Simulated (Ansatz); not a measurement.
The system is CuO (Tenorite).

```
Cu O
1.0
     2.34185   -1.71130    0.00000
     2.34185    1.71130    0.00000
    -0.85003    0.00000    5.05787
Cu O
2 2
Cartesian
  0.7459 -0.8557 2.5289
  1.1709 0.8557 0.0000
  1.7043 0.2793 3.7934
  2.1293 -0.2793 1.2645
```

```yaml
Program: Ansatz 0.2.0
Task: relaxation of cell and atoms
Functional: r2SCAN
Potentials_or_basis: Ansatz PAW
Cutoff: "500 eV (not typed: the program's choice for these potentials)"
k_mesh: 10 × 10 × 5
Occupations: fermi-dirac, width 0.05 eV
Spin: no spin polarisation
Hubbard_terms: Cu d U = 5 eV
```

At the start: volume 10.13 Å³/atom.

How do energy, volume and symmetry change on relaxing?

It ends after 16 steps and the volume is 10.88 Å³/atom (+7.4 %); space group C2/c (No. 15, to 0.05 Å).

Step by step:
| step | energy change (eV) | largest force (eV/Å) | volume (Å³) |
| --- | --- | --- | --- |
| 1 | 0.0000 | 0.1637 | 40.54 |
| 2 | -0.0068 | 0.1427 | 40.90 |
| 3 | -0.0204 | 0.0610 | 41.69 |
| 4 | -0.0257 | 0.0142 | 42.42 |
| 5 | -0.0321 | 0.0076 | 42.67 |
| 6 | -0.0341 | 0.0010 | 42.93 |
| 7 | -0.0344 | 0.0012 | 43.05 |
| 8 | -0.0344 | 0.0014 | 43.12 |
| 9 | -0.0344 | 0.0007 | 43.11 |
| 10 | -0.0404 | 0.0009 | 43.11 |
| 11 | -0.0417 | 0.0026 | 43.29 |
| 12 | -0.0428 | 0.0394 | 43.48 |
| 13 | -0.0431 | 0.0013 | 43.52 |
| 14 | -0.0431 | 0.0003 | 43.55 |
| 15 | -0.0431 | 0.0006 | 43.54 |
| 16 | -0.0438 | 0.0007 | 43.54 |

Final structure:
```
CELL_PARAMETERS angstrom
2.06916 -2.03859 0.14204
2.06916 2.03859 0.14204
-0.44427 0.00000 5.13019
ATOMIC_POSITIONS crystal
Cu 0.50000 0.00000 0.50000
Cu 0.00000 0.50000 0.00000
O 0.49453 0.50547 0.75000
O 0.50547 0.49453 0.25000
```

Caveat: the plane-wave basis is chosen anew once the cell has moved, so the energies of steps on either side of that aren't comparable; the run has no spin polarisation, though such a crystal can be magnetic; U without spin polarisation on a metal has little footing; the PAW data sets come from PBE, with cores solved anew for the run's functional, which leaves a small shift of forces and pressure.
